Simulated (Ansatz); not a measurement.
## As under changes of volume

One of the cells (22.434 Å³/atom); the others are scaled copies at fixed shape and fractional positions:

```
As
1.0
     1.82500   -5.50000    0.00000
     1.82500    5.50000    0.00000
     0.00000    0.00000    4.47000
As
4
Direct
  0.39000 0.61000 0.56000
  0.89000 0.11000 0.94000
  0.61000 0.39000 0.44000
  0.11000 0.89000 0.06000
```

This isn't the form of As at room conditions, which is rhombohedral.

- Program: Ansatz 0.2.0
- Functional: LDA
- Potentials or basis: Ansatz PAW
- Cutoff: 420 eV (not typed: the program's choice for these potentials)
- k mesh: 8 × 8 × 6
- Occupations: fermi-dirac, width 0.05 eV
- Spin: no spin polarisation

```csv
volume (Å³/atom),energy over the lowest point (meV/atom),pressure (GPa),largest force (eV/Å)
21.088,6.21,2.8,0.399
21.536,0.81,1.1,0.231
21.985,0.00,-0.5,0.131
22.434,3.33,-1.9,0.191
22.882,10.39,-3.2,0.317
23.331,20.81,-4.3,0.447
23.780,?,?,?
```

Q: What does the run at 23.780 Å³/atom give?

A: Energy over the lowest point 34.26 meV/atom; pressure -5.3 GPa; largest force 0.572 eV/Å.

Worked out: A Birch-Murnaghan fit of order 3 (a polynomial in V^(-2/3)) to the other rows has its minimum at 21.84 Å³/atom with B0 = V·E''(V) = 74 GPa and B' = 4.1 at fixed shape and positions, which overstates the stiffness. It gives 34.27 meV/atom at 23.780 Å³/atom, against the run's 34.26, and -dE/dV = -5.3 GPa, against -5.3.

Energies are extrapolated to zero smearing.

Caveats: the PAW data sets come from PBE, with cores solved anew for the run's functional, which leaves a small shift of forces and pressure.
